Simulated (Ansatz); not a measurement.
fcc against bcc along the 4d metals

All numbers below come from DFT, LDA (PW92), plane waves (420 eV) with PAW, scalar-relativistic (Ansatz 0.2.0). The PAW files were generated under PBE, with cores re-solved for the functional.

Each structure is relaxed within its symmetry, in the lowest magnetic state of the tried starts. Differences under about 8 meV lie within the error of the k-point mesh.

```csv
element,E(fcc) − E(bcc) (meV/atom),V(fcc) (Å³/atom),V(bcc) (Å³/atom),state of fcc,state of bcc
Y,-121,29.53,29.99,spin not included,spin not included
Zr,-19,21.56,21.21,spin not included,spin not included
Nb,?,?,?,?,?
Ru,-558,13.16,13.51,spin not included,spin not included
Pd,-62,14.18,14.28,spin not included,spin not included
Ag,-39,15.99,16.12,spin not included,spin not included
Cd,-69,19.96,20.32,spin not included,spin not included
```

Question: Fill in the row of Nb.

Answer: E(fcc) − E(bcc) (meV/atom): 367; V(fcc) (Å³/atom): 17.77; V(bcc) (Å³/atom): 17.10; state of fcc: spin not included; state of bcc: spin not included.
